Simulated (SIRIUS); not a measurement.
The system is Ge.

```xyz
1
Lattice="1.3971 -2.6005 0.0000 1.3971 2.6005 0.0000 0.0000 0.0000 2.6982" Properties=species:S:1:pos:R:3 pbc="T T T"
Ge    1.3971    0.0000    0.0000
```

This isn't the form of Ge at room conditions, which is diamond.

| Quantity | Value |
| --- | --- |
| Program | SIRIUS 7.10.0 |
| Task | single point |
| Functional | PBE |
| Potentials or basis | PseudoDojo 0.4.1 PBE standard (scalar relativistic) |
| Cutoff | 1078 eV |
| Density cutoff | 4311 eV |
| k mesh | 11 × 11 × 10 |
| Occupations | fermi-dirac, width 0.05 eV |
| Spin | no spin polarisation |

On this cell: pressure -0.5 GPa; band gap on the k mesh none (metal or under the smearing width).

The same run follows on a disturbed copy (cell strained at random at fixed volume):

```
Ge
1.0
     1.36702   -2.63255    0.01333
     1.36007    2.62881    0.00776
     0.02036   -0.00289    2.73319
Ge
1
Direct
  0.51761 0.51484 0.99297
```

What changes?

The energy (extrapolated to zero smearing) moves by +13.5 meV/atom; pressure -0.1 GPa; band gap on the k mesh none (metal or under the smearing width).

Stress tensor (GPa, compression positive):
```
 4.09 -0.09 -0.32
-0.09 -1.49  0.07
-0.32  0.07 -2.96
```
